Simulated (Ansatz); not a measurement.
# Ti: a line through an energy map

How does the energy of Ti (Im-3m, No. 229; 1 atom in the cell) vary with volume per atom, at c/a of the conventional cell = 1.078?

Method: DFT PBE, scalar-relativistic, plane waves, PAW, in Ansatz 0.2.0.

27 further runs of the same task are left out: 27 set aside as unsound or not needed.

## (1) Starting point

It takes space group Im-3m (No. 229, cubic). The conventional cell has a = 3.255 Å, b = 3.255 Å, c = 3.255 Å, α = 90.00°, β = 90.00°, γ = 90.00°. Ti (site symmetry m-3m) has 8 Ti at 2.82 Å as nearest neighbours.

As a file:

```cif
data_structure
_symmetry_space_group_name_H-M 'P 1'
_symmetry_Int_Tables_number 1
_cell_length_a 2.8191
_cell_length_b 2.8191
_cell_length_c 2.8191
_cell_angle_alpha 109.471
_cell_angle_beta 109.471
_cell_angle_gamma 109.471
_cell_volume 17.25
loop_
_atom_site_label
_atom_site_type_symbol
_atom_site_fract_x
_atom_site_fract_y
_atom_site_fract_z
_atom_site_occupancy
Ti1 Ti 0.00000 0.00000 0.00000 1
```

This cell was relaxed beforehand with the same method: volume 17.25 Å³/atom, gap on the mesh none (metal).

## (2) What is varied

The energy is mapped over volume and the cell's shape.

The axes are (1) volume per atom: 7 values from 14.49 to 20.01 Å³; (2) c/a of the conventional cell: 9 values from 0.861 to 1.566.

Nothing else is relaxed (symmetry fixes all fractional coordinates). Energies count from the relaxed crystal. Points are written as (first, second).

## (3) Grid point (15.41 Å³, 1.078)

Contents of input.yaml:

```yaml
crystal:
  lattice:
    - [-1.5289742435, 1.5289742435, 1.6476226448]
    - [1.5289742435, -1.5289742435, 1.6476226448]
    - [1.5289742435, 1.5289742435, -1.6476226448]
  atoms:
    - { symbol: Ti, position: [0.0, 0.0, 0.0] }
basis:
  ecutwfc: 520.0
kpoints:
  mp_grid: { grid: [22, 22, 22] }
hamiltonian:
  xc: pbe
  pseudopotentials: { kind: paw, azcp: { folder: soft_1 } }
scf:
  occupations: { method: gaussian, width: 0.15 }
output:
  forces: true
  stress: true
  eigenvalues: true
```

Launch:

```
$ ansatz run input.yaml --threads 1 --pin off --max-ram 2048MiB --backend cpu --events-out ev --progress --plain --runs-dir out
```

Standard output (excerpt; [...] marks lines left out):

```text
Warning: RAYON_NUM_THREADS=1 ignored (pool sized by the plan → 1); use --threads N
[...]
Pseudopotentials: kind: paw
Pseudopotential: Ti, paw, valence charge 12, recommended cutoff 420 eV (normal), <dir>
Functional definition: PBE
[...]
Crystal: 1 atoms, lattice volume = 15.407 Å³
Basis set: ecut = 520 eV, 399 PW (Γ), exchange–correlation on 48×48×48 points (8 copies of the dense FFT grid, shifted against one another)
Bands: 10, of which v1, the nominal top of the filled ones, is band 6 counted from 1 (5 counted from 0)
Symmetry: 16 space group operations
Space group: I4/mmm (ITA 139), of the structure as read, at distance tolerance 2.5e-5 Å
k-points: 834 of 10648
[...]
SCF iter   1: F=—  HF=-2499.643073 eV  |F-HF|=—  |Δ(HF+E_count)|=         —  Δρ=5.24e-2  dr2=4.38e-1  ethr=3.10e-3  ⟨swp⟩=4.3  Hψ=43127  notcnv=0
[...]
SCF iter   6: F=-2499.496597 eV  HF=-2499.496597 eV  |F-HF|=2.67e-9  |Δ(HF+E_count)|=   2.63e-7  Δρ=4.23e-6  dr2=2.54e-9  ethr=8.33e-10  ⟨swp⟩=5.1  Hψ=38659  notcnv=0
[...]
SCF converged after 6 iterations
Free energy (F): -2499.496597 eV
[...]
E sigma→0 (E₀):  -2499.485346 eV
Entropy (-TS):   -0.022502 eV (-22.502 meV/atom)
Fermi energy:    15.009115 eV
[...]
--- Forces (eV/Å), atoms counted from 1 ---
  atom   1  Ti    -0.00000000    -0.00000000     0.00000000
[...]
--- Stress (GPa, compression-positive) ---
       14.411670       0.000000      -0.000000
        0.000000      14.411670       0.000000
       -0.000000       0.000000      15.285736
  P = ⅓ Tr σ = 14.7030 GPa (147.030 kbar)
--- Band table (eV; the first three rows and the last of 834) ---
  k-point 0: bands = ["-41.2729", "-16.9821", "-16.9821", "-16.9791", "8.8561", "15.9157", "15.9157", "16.5023", "17.7252", "18.4147"]
[...]
```

Run time: 19 s. Hardware: 1 thread of Arm Neoverse N1, shared host; peak memory 0.45 GiB.

On the map this point reads 75 meV/atom.

## (4) The run at (16.33 Å³, 1.078)

input.yaml, as its differences from that of step 3:

```diff
@@ -2,5 +2,5 @@
   lattice:
-    - [-1.5289742435, 1.5289742435, 1.6476226448]
-    - [1.5289742435, -1.5289742435, 1.6476226448]
-    - [1.5289742435, 1.5289742435, -1.6476226448]
+    - [-1.5588210899, 1.5588210899, 1.6797856065]
+    - [1.5588210899, -1.5588210899, 1.6797856065]
+    - [1.5588210899, 1.5588210899, -1.6797856065]
   atoms:
```

Launch:

```
$ ansatz run input.yaml --threads 1 --pin off --max-ram 2048MiB --backend cpu --events-out ev --progress --plain --runs-dir out
```

Standard output (excerpt; [...] marks lines left out):

```text
Warning: RAYON_NUM_THREADS=1 ignored (pool sized by the plan → 1); use --threads N
[...]
[... 3 set-up lines as earlier in the session ...]
[...]
Crystal: 1 atoms, lattice volume = 16.327 Å³
Basis set: ecut = 520 eV, 431 PW (Γ), exchange–correlation on 48×48×48 points (8 copies of the dense FFT grid, shifted against one another)
Bands: 10, of which v1, the nominal top of the filled ones, is band 6 counted from 1 (5 counted from 0)
[... 2 set-up lines as earlier in the session ...]
k-points: 834 of 10648
[...]
SCF iter   1: F=—  HF=-2499.718525 eV  |F-HF|=—  |Δ(HF+E_count)|=         —  Δρ=5.38e-2  dr2=5.01e-1  ethr=3.10e-3  ⟨swp⟩=4.3  Hψ=43182  notcnv=0
[...]
SCF iter   6: F=-2499.556949 eV  HF=-2499.556949 eV  |F-HF|=7.52e-9  |Δ(HF+E_count)|=   4.06e-7  Δρ=7.10e-6  dr2=7.08e-9  ethr=8.33e-10  ⟨swp⟩=5.2  Hψ=39009  notcnv=0
[...]
SCF converged after 6 iterations
Free energy (F): -2499.556949 eV
[...]
E sigma→0 (E₀):  -2499.544618 eV
Entropy (-TS):   -0.024660 eV (-24.660 meV/atom)
Fermi energy:    14.036889 eV
[...]
--- Forces (eV/Å), atoms counted from 1 ---
  atom   1  Ti    -0.00000000    -0.00000000     0.00000000
[...]
--- Stress (GPa, compression-positive) ---
        6.221063       0.000000       0.000000
        0.000000       6.221063       0.000000
       -0.000000      -0.000000       7.446343
  P = ⅓ Tr σ = 6.6295 GPa (66.295 kbar)
--- Band table (eV; the first three rows and the last of 834) ---
  k-point 0: bands = ["-42.3522", "-18.1500", "-18.1500", "-18.1456", "7.9764", "14.9089", "14.9089", "15.4533", "16.5981", "17.2328"]
[...]
```

Run time: 19 s. Hardware: 1 thread of Arm Neoverse N1, shared host; peak memory 0.46 GiB.

That is 15 meV/atom from the zero.

## (5) Point (18.17 Å³, 1.078)

input.yaml, as its differences from that of step 4:

```diff
@@ -2,5 +2,5 @@
   lattice:
-    - [-1.5588210899, 1.5588210899, 1.6797856065]
-    - [1.5588210899, -1.5588210899, 1.6797856065]
-    - [1.5588210899, 1.5588210899, -1.6797856065]
+    - [-1.6153075168, 1.6153075168, 1.7406553801]
+    - [1.6153075168, -1.6153075168, 1.7406553801]
+    - [1.6153075168, 1.6153075168, -1.7406553801]
   atoms:
```

Launch:

```
$ ansatz run input.yaml --threads 1 --pin off --max-ram 2048MiB --backend cpu --events-out ev --progress --plain --runs-dir out
```

Standard output (excerpt; [...] marks lines left out):

```text
Warning: RAYON_NUM_THREADS=1 ignored (pool sized by the plan → 1); use --threads N
[...]
[... 3 set-up lines as earlier in the session ...]
[...]
Crystal: 1 atoms, lattice volume = 18.167 Å³
Basis set: ecut = 520 eV, 491 PW (Γ), exchange–correlation on 48×48×48 points (8 copies of the dense FFT grid, shifted against one another)
Bands: 10, of which v1, the nominal top of the filled ones, is band 6 counted from 1 (5 counted from 0)
[... 1 set-up line as earlier in the session ...]
Space group: I4/mmm (ITA 139), of the structure as read, at distance tolerance 2.6e-5 Å
k-points: 834 of 10648
[...]
SCF iter   1: F=—  HF=-2499.747249 eV  |F-HF|=—  |Δ(HF+E_count)|=         —  Δρ=5.56e-2  dr2=6.22e-1  ethr=3.10e-3  ⟨swp⟩=4.4  Hψ=43790  notcnv=0
[...]
SCF iter   6: F=-2499.562070 eV  HF=-2499.562070 eV  |F-HF|=4.67e-9  |Δ(HF+E_count)|=   2.71e-7  Δρ=5.56e-6  dr2=4.09e-9  ethr=8.33e-10  ⟨swp⟩=5.1  Hψ=38576  notcnv=0
[...]
SCF converged after 6 iterations
Free energy (F): -2499.562070 eV
[...]
E sigma→0 (E₀):  -2499.547739 eV
Entropy (-TS):   -0.028663 eV (-28.663 meV/atom)
Fermi energy:    12.372218 eV
[...]
--- Forces (eV/Å), atoms counted from 1 ---
  atom   1  Ti    -0.00000000     0.00000000    -0.00000000
[...]
--- Stress (GPa, compression-positive) ---
       -5.413179      -0.000000       0.000000
       -0.000000      -5.413179       0.000000
       -0.000000       0.000000      -3.722845
  P = ⅓ Tr σ = -4.8497 GPa (-48.497 kbar)
--- Band table (eV; the first three rows and the last of 834) ---
  k-point 0: bands = ["-44.2342", "-20.1558", "-20.1558", "-20.1490", "6.5228", "13.1688", "13.1688", "13.6418", "14.6522", "15.1966"]
[...]
```

Run time: 20 s. Hardware: 1 thread of Arm Neoverse N1, shared host; peak memory 0.47 GiB.

Energy on the map's scale: 10 meV/atom.

## (6) Point (19.09 Å³, 1.078)

input.yaml, as its differences from that of step 5:

```diff
@@ -2,5 +2,5 @@
   lattice:
-    - [-1.6153075168, 1.6153075168, 1.7406553801]
-    - [1.6153075168, -1.6153075168, 1.7406553801]
-    - [1.6153075168, 1.6153075168, -1.7406553801]
+    - [-1.642126841, 1.642126841, 1.7695558839]
+    - [1.642126841, -1.642126841, 1.7695558839]
+    - [1.642126841, 1.642126841, -1.7695558839]
   atoms:
```

Launch:

```
$ ansatz run input.yaml --threads 1 --pin off --max-ram 2048MiB --backend cpu --events-out ev --progress --plain --runs-dir out
```

Standard output (excerpt; [...] marks lines left out):

```text
Warning: RAYON_NUM_THREADS=1 ignored (pool sized by the plan → 1); use --threads N
[...]
[... 3 set-up lines as earlier in the session ...]
[...]
Crystal: 1 atoms, lattice volume = 19.087 Å³
Basis set: ecut = 520 eV, 507 PW (Γ), exchange–correlation on 48×48×48 points (8 copies of the dense FFT grid, shifted against one another)
Bands: 10, of which v1, the nominal top of the filled ones, is band 6 counted from 1 (5 counted from 0)
[... 1 set-up line as earlier in the session ...]
Space group: I4/mmm (ITA 139), of the structure as read, at distance tolerance 2.7e-5 Å
k-points: 834 of 10648
[...]
SCF iter   1: F=—  HF=-2499.716118 eV  |F-HF|=—  |Δ(HF+E_count)|=         —  Δρ=5.60e-2  dr2=6.78e-1  ethr=3.10e-3  ⟨swp⟩=4.3  Hψ=43889  notcnv=0
[...]
SCF iter   6: F=-2499.522264 eV  HF=-2499.522264 eV  |F-HF|=3.02e-9  |Δ(HF+E_count)|=   1.35e-7  Δρ=5.01e-6  dr2=2.79e-9  ethr=8.33e-10  ⟨swp⟩=5.1  Hψ=38507  notcnv=0
[...]
SCF converged after 6 iterations
Free energy (F): -2499.522264 eV
[...]
E sigma→0 (E₀):  -2499.506980 eV
Entropy (-TS):   -0.030568 eV (-30.568 meV/atom)
Fermi energy:    11.654251 eV
[...]
--- Forces (eV/Å), atoms counted from 1 ---
  atom   1  Ti    -0.00000000     0.00000000     0.00000000
[...]
--- Stress (GPa, compression-positive) ---
       -9.458884      -0.000000      -0.000000
       -0.000000      -9.458884       0.000000
       -0.000000      -0.000000      -7.648039
  P = ⅓ Tr σ = -8.8553 GPa (-88.553 kbar)
--- Band table (eV; the first three rows and the last of 834) ---
  k-point 0: bands = ["-45.0566", "-21.0219", "-21.0219", "-21.0139", "5.9159", "12.4126", "12.4126", "12.8554", "13.8077", "14.3148"]
[...]
```

It took 21 s on 1 thread of Arm Neoverse N1, shared host; peak memory 0.48 GiB.

On the map this point reads 50 meV/atom.

## (7) Point (20.01 Å³, 1.078)

input.yaml, as its differences from that of step 6:

```diff
@@ -2,5 +2,5 @@
   lattice:
-    - [-1.642126841, 1.642126841, 1.7695558839]
-    - [1.642126841, -1.642126841, 1.7695558839]
-    - [1.642126841, 1.642126841, -1.7695558839]
+    - [-1.6680976327, 1.6680976327, 1.797542009]
+    - [1.6680976327, -1.6680976327, 1.797542009]
+    - [1.6680976327, 1.6680976327, -1.797542009]
   atoms:
```

Launch:

```
$ ansatz run input.yaml --threads 1 --pin off --max-ram 2048MiB --backend cpu --events-out ev --progress --plain --runs-dir out
```

Standard output (excerpt; [...] marks lines left out):

```text
Warning: RAYON_NUM_THREADS=1 ignored (pool sized by the plan → 1); use --threads N
[...]
[... 3 set-up lines as earlier in the session ...]
[...]
Crystal: 1 atoms, lattice volume = 20.007 Å³
Basis set: ecut = 520 eV, 539 PW (Γ), exchange–correlation on 48×48×48 points (8 copies of the dense FFT grid, shifted against one another)
Bands: 10, of which v1, the nominal top of the filled ones, is band 6 counted from 1 (5 counted from 0)
[... 2 set-up lines as earlier in the session ...]
k-points: 834 of 10648
[...]
SCF iter   1: F=—  HF=-2499.662511 eV  |F-HF|=—  |Δ(HF+E_count)|=         —  Δρ=5.62e-2  dr2=7.29e-1  ethr=3.10e-3  ⟨swp⟩=4.3  Hψ=43683  notcnv=0
[...]
SCF iter   6: F=-2499.462020 eV  HF=-2499.462020 eV  |F-HF|=3.23e-9  |Δ(HF+E_count)|=   2.95e-8  Δρ=5.78e-6  dr2=3.26e-9  ethr=8.33e-10  ⟨swp⟩=5.1  Hψ=38460  notcnv=0
[...]
SCF converged after 6 iterations
Free energy (F): -2499.462020 eV
[...]
E sigma→0 (E₀):  -2499.445790 eV
Entropy (-TS):   -0.032461 eV (-32.461 meV/atom)
Fermi energy:    10.999116 eV
[...]
--- Forces (eV/Å), atoms counted from 1 ---
  atom   1  Ti    -0.00000000     0.00000000     0.00000000
[...]
--- Stress (GPa, compression-positive) ---
      -12.623308       0.000000       0.000000
        0.000000     -12.623308       0.000000
        0.000000       0.000000     -10.748337
  P = ⅓ Tr σ = -11.9983 GPa (-119.983 kbar)
--- Band table (eV; the first three rows and the last of 834) ---
  k-point 0: bands = ["-45.8111", "-21.8116", "-21.8116", "-21.8026", "5.3726", "11.7201", "11.7201", "12.1356", "13.0350", "13.5089"]
[...]
```

Run time: 20 s. Hardware: 1 thread of Arm Neoverse N1, shared host; peak memory 0.49 GiB.

Energy on the map's scale: 110 meV/atom.

## (8) The line in numbers

| volume per atom (Å³) | step | energy (meV/atom) | slope (meV/atom per Å³) | pressure (GPa) |
| --- | --- | --- | --- | --- |
| 14.49 | – | 188 | −155 | 24.9 |
| 15.41 | 3 | 75 | −92 | 14.7 |
| 16.33 | 4 | 15 | −41 | 6.6 |
| 17.25 | – | −4.1 | −1 | 0.2 |
| 18.17 | 5 | 10 | 30 | −4.8 |
| 19.09 | 6 | 50 | 55 | −8.9 |
| 20.01 | 7 | 110 | 75 | −12.0 |

Energies count from the relaxed crystal. Rows without a step come from runs not printed here or follow by symmetry. Slopes come from the forces (and the stress, where the cell changes), not from differences of energies.

**Reading.** Along the line the energy is lowest at 17.25 Å³, −4.1 meV/atom from the zero. Energies and slopes round the minimum, fitted together, put the minimum at 17.284 Å³, with a curvature of about 38 meV/atom per (Å³)². V·d²E/dV² there is about 110 GPa, a bulk modulus under this line's constraint. The well is lopsided: two grid steps out, the energy rises by 79 meV/atom towards smaller values and 54 meV/atom towards larger ones. The highest point computed, at 14.49 Å³, lies 192 meV/atom above the lowest. This is one cut through a surface in two coordinates; the map's lowest point lies off it.
